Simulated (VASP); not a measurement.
Input of a VASP 6.6.1 run:

Contents of INCAR:

```
PREC = Accurate
ENCUT = 520
EDIFF = 1E-7
ISMEAR = 0
SIGMA = 0.1
LREAL = F
LASPH = T
NELM = 60
ALGO = Normal
ISIF = 2
LWAVE = F
LCHARG = F
GGA = PE
```

File KPOINTS:

```
Automatic mesh
0
Gamma
  18 18 18
```

The input POSCAR:

```
Mo                                      
1.0
   -1.6122266845      1.6122266845      1.6122266845
    1.6122266845     -1.6122266845      1.6122266845
    1.6122266845      1.6122266845     -1.6122266845
  Mo            
     1
Direct
     0.0000000000000000    0.0000000000000000    0.0000000000000000
```

Potentials or basis: VASP PAW PBE potentials, release 64 (Mo_sv).

Command:

```console
$ cat potpaw_PBE.64/Mo_sv/POTCAR > POTCAR
$ mpirun -np 1 vasp_std > vasp.out
```

What does it give for the pressure?

-13.3 GPa.

What does it give for the band gap on the k mesh?

None (metal or under the smearing width).
